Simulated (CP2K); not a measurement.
La2O3:

```
La O
1.0
     6.37027    0.00000    0.00000
    -3.18514    5.51682    0.00000
     0.00000    0.00000    3.28989
La O
2 3
Direct
  0.66667 0.33333 0.49810
  0.33333 0.66667 0.50190
  0.50461 0.00000 0.00000
  0.00000 0.50461 0.00000
  0.49539 0.49539 0.00000
```

The cell comes from a database or a generator and needn't be the stable form of this composition.

- Program: CP2K 2026.2
- Task: single point
- Functional: PBE
- Potentials or basis: GTH_POTENTIALS La GTH-PBE-q11; POTENTIAL_UZH O GTH-PBE-q6; TZVP-MOLOPT-SR-GTH, TZVP-MOLOPT-PBE-GTH basis
- Density cutoff: 8163 eV
- k mesh: 5 × 5 × 8
- Occupations: fermi-dirac, width 0.05 eV
- Spin: no spin polarisation

On this cell: pressure 1.2 GPa; largest force 0.043 eV/Å; band gap on the k mesh 1.56 eV, indirect (least direct gap 1.91 eV).

The same run follows on a disturbed copy (atoms moved at random, drawn with an rms of 0.05 Å):

```
La O
1.0
     6.37027    0.00000    0.00000
    -3.18514    5.51682    0.00000
     0.00000    0.00000    3.28989
La O
2 3
Direct
  0.66316 0.31879 0.50856
  0.33562 0.67415 0.49681
  0.49849 0.99497 0.01182
  0.99632 0.50477 0.99464
  0.49628 0.49969 0.99646
```

**Question.** What changes?

**Answer.** The energy moves by +19.6 meV/atom; pressure 1.5 GPa; largest force 1.444 eV/Å; band gap on the k mesh 1.55 eV, indirect (least direct gap 1.86 eV).

Forces on the atoms (eV/Å):
```
La  -0.413  1.383 -0.024
La   0.176 -1.238  0.075
O    0.046  0.248 -0.141
O    0.063 -0.198  0.103
O    0.148 -0.171  0.064
```

Stress tensor (GPa, compression positive):
```
-1.25  0.65  0.05
 0.65  3.42 -0.10
 0.05 -0.10  2.24
```

The forces don't sum to zero, so they hold noise of the program's grid.

Caveats: spin-orbit coupling is left out, which moves the levels of the heavy elements; an odd mesh through Γ misses points on the zone boundary, where band edges often lie; the basis of atomic orbitals isn't converged, which shifts pressures, moduli and gaps.
